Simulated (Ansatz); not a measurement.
`CC(=O)N(C)C` + HI → `CC(=O)I` + `CNC`  (substitution at a C–N bond)

Calculated with Ansatz (gas phase, PBE0-D4/def2-TZVP geometries, no zero-point term in ΔE). CBS: MP2 limit from def2 TZ/QZ plus the TZ coupled-cluster correction, frozen cores. Functionals use def2-TZVPP. B3LYP here is the variant with VWN-RPA as its local correlation; programs differ in this. Elements past krypton have def2 core potentials. For I outer-core shells are correlated without core-valence functions, which leaves a few kJ/mol of doubt a bond.

`CC(=O)N(C)C`:

Z-matrix (Å, degrees):
```
C
C 1 1.511
H 1 1.092 2 111.9
H 1 1.093 2 111.8 3 -121.2
H 1 1.087 2 107.2 3 119.4
O 2 1.218 1 120.6 3 -119.7
N 2 1.363 1 117.5 3 60.4
C 7 1.441 2 119.3 1 -179.8
C 7 1.438 2 125.2 1 -0.3
H 8 1.095 7 110.6 2 119.8
H 8 1.095 7 110.6 2 -120.4
H 8 1.087 7 108.6 2 -0.3
H 9 1.086 7 111.4 2 1.5
H 9 1.096 7 110.6 2 121.8
H 9 1.096 7 110.8 2 -118.9
```

HI:

```xyz
2

I    -0.802    0.006    0.067
H     0.802   -0.006   -0.067
```

`CC(=O)I`:

Z-matrix (Å, degrees):
```
C
C 1 1.492
H 1 1.090 2 109.4
H 1 1.091 2 109.2 3 121.4
H 1 1.091 2 109.2 3 -121.5
O 2 1.175 1 128.0 3 -0.2
I 2 2.199 1 111.9 3 179.9
```

`CNC`:

```xyz
10

C    -0.848    0.778    0.369
N     0.129   -0.247    0.653
C     0.701   -0.821   -0.543
H    -1.208    1.219    1.301
H    -1.708    0.331   -0.139
H    -0.472    1.591   -0.276
H     0.863    0.130    1.238
H    -0.076   -1.354   -1.099
H     1.472   -1.547   -0.276
H     1.146   -0.079   -1.228
```

(1) Is it downhill or uphill in electronic energy at CCSD(T)/CBS, and by how much? (An estimate is asked.)

(2) What do these levels give: r2SCAN0-D4, B3LYP, CAM-B3LYP, HF/def2-TZVPP, SCS-MP2/def2-TZVPP, SCS-MP2/def2-QZVPP? (An estimate is asked.)

Largest T1 diagnostic among the species: 0.014.

Results:

(1) The calculation gave: Uphill: ΔE = +11.7 kcal/mol.

(2) The calculation gave: r2SCAN0-D4 13.9, B3LYP 10.4, CAM-B3LYP 14.5, HF/def2-TZVPP 14.9, SCS-MP2/def2-TZVPP 11.3, SCS-MP2/def2-QZVPP 10.6 kcal/mol.

The D4 term adds +1.1 kcal/mol with B3LYP and +0.7 kcal/mol with PBE0; it sums over pairs of atoms, weighted by their polarisabilities, and B3LYP, whose exchange is more repulsive, gets the larger term. From r2SCAN to r2SCAN0 (25 % exact exchange), in def2-TZVPP and without D4, ΔE moves by +2.3 kcal/mol.
